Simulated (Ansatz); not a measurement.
**BAs: strong compression**

One table from this session's results is given with a row withheld; the runs are named, their logs left out.

Program: Ansatz 0.2.0. Level of theory: DFT, PBE, PAW with Ansatz's default frozen-core files, scalar-relativistic. These are calculated values, not measurements.

### Starting point

The structure is cubic, space group Pm-3m (No. 221). Conventional cell: a = 2.714 Å, b = 2.714 Å, c = 2.714 Å, α = 90.00°, β = 90.00°, γ = 90.00°. Around B (site symmetry m-3m) lie 8 As at 2.35 Å. As (site symmetry m-3m) has 8 B at 2.35 Å as nearest neighbours.

Coordinates:

```cif
data_structure
_symmetry_space_group_name_H-M 'Pm-3m'
_symmetry_Int_Tables_number 221
_cell_length_a 2.7144
_cell_length_b 2.7144
_cell_length_c 2.7144
_cell_angle_alpha 90.000
_cell_angle_beta 90.000
_cell_angle_gamma 90.000
_cell_volume 20.00
loop_
_atom_site_label
_atom_site_type_symbol
_atom_site_symmetry_multiplicity
_atom_site_Wyckoff_symbol
_atom_site_fract_x
_atom_site_fract_y
_atom_site_fract_z
_atom_site_occupancy
B1 B 1 a 0.00000 0.00000 0.00000 1
As1 As 1 b 0.50000 0.50000 0.50000 1
```

The file gives the conventional cell by its symmetry; the runs use the cell typed in the input.

Whether this phase is the stable one at these pressures isn't tested.

Atoms are numbered in the order of the input: B1, As2.

The first run:

The input, input.yaml:

```yaml
crystal:
  lattice:
    - [2.7144176166, 0.0, 0.0]
    - [0.0, 2.7144176166, 0.0]
    - [0.0, 0.0, 2.7144176166]
  atoms:
    - { symbol: B, position: [0.0, 0.0, 0.0] }
    - { symbol: As, position: [0.5, 0.5, 0.5] }
kpoints:
  mp_grid: { grid: [15, 15, 15] }
scf:
  occupations: { method: fermi_dirac, width: 0.05 }
hamiltonian:
  xc: pbe
  pseudopotentials: { kind: paw }
output:
  forces: true
  stress: true
relax:
  f_tol: 0.005
  max_steps: 40
  cell: {}
```

Launch:

```sh
$ ansatz run input.yaml --threads 1 --pin off --max-ram 2048MiB --backend cpu --events-out ev --progress --plain --runs-dir out
```

Among the steps run: Cell relaxed at zero pressure, PAW; Volume scaled by 1, PAW; Volume scaled by 0.94, PAW; Volume scaled by 0.88, PAW; Volume scaled by 0.8, PAW; Volume scaled by 0.72, PAW; Volume scaled by 0.64, PAW; Volume scaled by 0.55, PAW; Volume scaled by 0.55, PAW (partial_waves polarizable).

One of the session's tables, all rows but one given; the rest of the session is left out.

 The rows PAW, 0.55 and PAW (partial_waves polarizable), 0.55 agree to the last digit and may rest on the same set-up.

```
                         method  volume over the first  volume (Å³/atom)  pressure (GPa)
                            PAW                      1            12.683            0.01
                            PAW                   0.94            11.922            7.35
                            PAW                   0.88            11.161           17.32
                            PAW                    0.8                 ?               ?
                            PAW                   0.72             9.131           69.44
                            PAW                   0.64             8.117          121.99
                            PAW                   0.55             6.975          225.57
PAW (partial_waves polarizable)                   0.55             6.975          225.57
```

Q: Estimate the row for PAW, 0.8 from the others.

**Answer.** volume (Å³/atom): 10.146; pressure (GPa): 37.21. In the column «volume (Å³/atom)» it lies between PAW, 0.72 (9.131) and PAW, 0.88 (11.161).
